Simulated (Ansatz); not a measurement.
Pt in Ansatz: the effect of functional

Pt:

```
Pt
1.0
    -1.56281    1.56281    1.56281
     1.56281   -1.56281    1.56281
     1.56281    1.56281   -1.56281
Pt
1
Cartesian
  0.0000 0.0000 0.0000
```

This isn't the form of Pt at room conditions, which is fcc.

The cell isn't the ideal one: volume scaled by 0.96.

Alike in all runs:

| Property | Result |
| --- | --- |
| Program | Ansatz 0.2.0 |
| Task | single point |
| Potentials or basis | Ansatz PAW |
| k mesh | 12 × 12 × 12 |
| Occupations | fermi-dirac, width 0.05 eV |
| Spin | no spin polarisation |

```csv
functional,cutoff,pressure (GPa)
LDA,420 eV (not typed: the program's choice for these potentials),-6.6
PBEsol,420 eV (not typed: the program's choice for these potentials),?
r2SCAN,500 eV (not typed: the program's choice for these potentials),3.3
```

What does the run with functional PBEsol give?

Pressure -1.3 GPa.

Caveats: the PAW data sets come from PBE, with cores solved anew for the run's functional, which leaves a small shift of forces and pressure.
